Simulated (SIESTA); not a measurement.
# MnSb under changes of volume

One of the cells (21.552 Å³/atom); the others are scaled copies at fixed shape and fractional positions:

```
CELL_PARAMETERS angstrom
4.15000 0.00000 0.00000
-2.07500 3.59401 0.00000
0.00000 0.00000 5.78000
ATOMIC_POSITIONS crystal
Sb 0.66667 0.33333 0.75000
Sb 0.33333 0.66667 0.25000
Mn 0.00000 0.00000 0.50000
Mn 0.00000 0.00000 0.00000
```

```yaml
Program: SIESTA 5.4.2
Functional: LDA
Potentials_or_basis: PseudoDojo 0.4 standard (LDA files)
Basis: DZP (energy shift 0.003 Ry; two zetas on semicore shells)
Grid_cutoff: 800 Ry
Energy_shift: 0.003 Ry
k_mesh: 5 × 5 × 4
Occupations: fermi-dirac, width 0.05 eV
Spin: collinear spin, ferromagnetic start
Starting_moments: "[0.0, 0.0, 4.0, 4.0] μB"
```

```csv
volume (Å³/atom),energy over the lowest point (meV/atom),pressure (GPa),moment (μB per cell)
20.259,0.00,-6.3,6.26
20.690,17.17,-7.3,6.42
21.121,37.96,-8.5,6.51
21.552,?,?,?
21.983,89.44,-10.6,6.65
22.414,119.21,-11.4,6.71
22.845,151.20,-12.2,6.78
```

Task: What does the run at 21.552 Å³/atom give?

Result: Energy over the lowest point 62.23 meV/atom; pressure -9.6 GPa; moment 6.58 μB per cell.

Worked out: A Birch-Murnaghan fit of order 3 (a polynomial in V^(-2/3)) to the other rows has no minimum within the range. It gives 62.25 meV/atom at 21.552 Å³/atom, against the run's 62.23, and -dE/dV = -9.6 GPa, against -9.6. A parabola through the other rows of the moment, of slope 0.189 μB per Å³/atom there, gives 6.59 μB, against the run's 6.58.

Energies are extrapolated to zero smearing.

Caveats: short orbitals over semicore shells can move pressures by several GPa; the basis of atomic orbitals isn't converged, which shifts pressures, moduli and gaps; only a ferromagnetic start was run, and an antiferromagnetic order may lie lower in energy.
